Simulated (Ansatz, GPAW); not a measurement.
Given: the input of a run of Ansatz 0.2.0 on ZrB2. 

File input.yaml:

```yaml
crystal:
  lattice:
    - [3.17, 0.0, 0.0]
    - [-1.585, 2.74530053, 0.0]
    - [0.0, 0.0, 3.533]
  atoms:
    - { symbol: Zr, position: [0.0, 0.0, 0.0] }
    - { symbol: B, position: [0.6666666667, 0.3333333333, 0.5] }
    - { symbol: B, position: [0.3333333333, 0.6666666667, 0.5] }
hamiltonian:
  xc: pbesol
  pseudopotentials: { kind: paw }
kpoints:
  mp_grid: { grid: [10, 10, 8] }
scf:
  occupations: { method: fermi_dirac, width: 0.05 }
output:
  forces: true
  stress: true
  eigenvalues: true
```

Potentials or basis: Ansatz PAW.

Launch:

```sh
$ ansatz run input.yaml --threads 1 --pin off --max-ram 3584MiB --backend cpu --events-out ev --progress --plain --runs-dir out
```

**Question.** Set up the same calculation for GPAW 26.7.0 (ASE script). Potentials or basis there: PAW data sets generated for this functional, cutoff 800 eV.

**Answer.** As run (cutoffs and basis follow the program's own potentials, and thresholds, step limits or extra output files can differ):

run.py

```python
from ase import Atoms
from ase.dft.bandgap import bandgap
from ase.io import write
from ase.units import Bohr, GPa
from gpaw import GPAW, PW, setup_paths
from gpaw.elf import elf_from_dft_calculation

setup_paths.insert(0, '.')

atoms = Atoms(['Zr', 'B', 'B'],
              cell=[[3.17, 0.0, 0.0],
                    [-1.585, 2.74530053, 0.0],
                    [0.0, 0.0, 3.533]],
              scaled_positions=[[0.0, 0.0, 0.0],
                                [0.6666666667, 0.3333333333, 0.5],
                                [0.3333333333, 0.6666666667, 0.5]],
              pbc=True)

calc = GPAW(mode=PW(800),
            xc='PBEsol',
            kpts={'size': (10, 10, 8), 'gamma': True},
            occupations={'name': 'fermi-dirac', 'width': 0.05},
            nbands=20,
            convergence={'density': 1e-05, 'energy': 1e-05},
            maxiter=150,
            txt='gpaw.txt')
atoms.calc = calc
energy = atoms.get_potential_energy()
forces = atoms.get_forces()
stress = atoms.get_stress()
calc.write('gs.gpw')
write('result.traj', atoms)
print(f'Energy: {energy:.6f} eV')
print('Forces (eV/A):')
print(forces.round(4))
print('Stress (GPa):', (stress / GPa).round(3))
print('Fermi level:', round(calc.get_fermi_level(), 4), 'eV')
print(f'Gap: {bandgap(calc)[0]:.4f} eV, direct: {bandgap(calc, direct=True)[0]:.4f} eV')

# fields on the real-space grid
write('density.cube', atoms, data=calc.get_pseudo_density() * Bohr**3)
write('potential.cube', atoms, data=calc.get_electrostatic_potential())
write('elf.cube', atoms, data=elf_from_dft_calculation(calc).data)
```

Potentials or basis: PAW data sets generated in the run's folder for this functional, pw.

The run is started by

```sh
$ gpaw-setup -f PBEsol B Zr
$ OMP_NUM_THREADS=1 python run.py
```

Both were run:

|  | Ansatz | GPAW |
| --- | --- | --- |
| Pressure | -4.1 GPa | -4.8 GPa |

Ansatz's pressure holds a Pulay term of +0.18 GPa for its cutoff of 420 eV, which the other run lacks.

Ansatz's potentials were made for PBE.

Where Ansatz's input types no cutoff or centring, it takes its own default and a Γ-centred mesh.

Pressure is positive in compression.
